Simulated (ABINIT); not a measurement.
Crystal: TiO.

```
CELL_PARAMETERS angstrom
3.00939 0.00000 0.00000
0.00000 3.00939 0.00000
0.00000 0.00000 3.68042
ATOMIC_POSITIONS crystal
Ti 0.00000 0.00000 0.00000
O 0.00000 0.00000 0.50000
```

The cell was built by a generator and needn't be a form met in nature.

Program: ABINIT 10.8.3 (patched build). Alike in all runs: task single point; potentials or basis JTH PAW PBE v2.0; no spin polarisation; cell as given; k mesh 9 × 9 × 7; cutoff (eV) 762; smearing fermi-dirac 0.05 eV.

Task: Order these runs on this cell by their pressure, lowest first.
A. level LDA
B. level BLYP
C. level r2SCAN
D. level AM05

Result: A (-6.8 GPa), D (-3.0 GPa), C (0.4 GPa), B (2.9 GPa).

Caveats: the PAW data sets were made with another functional, which shifts forces and pressure a little; the atomic spheres overlap.
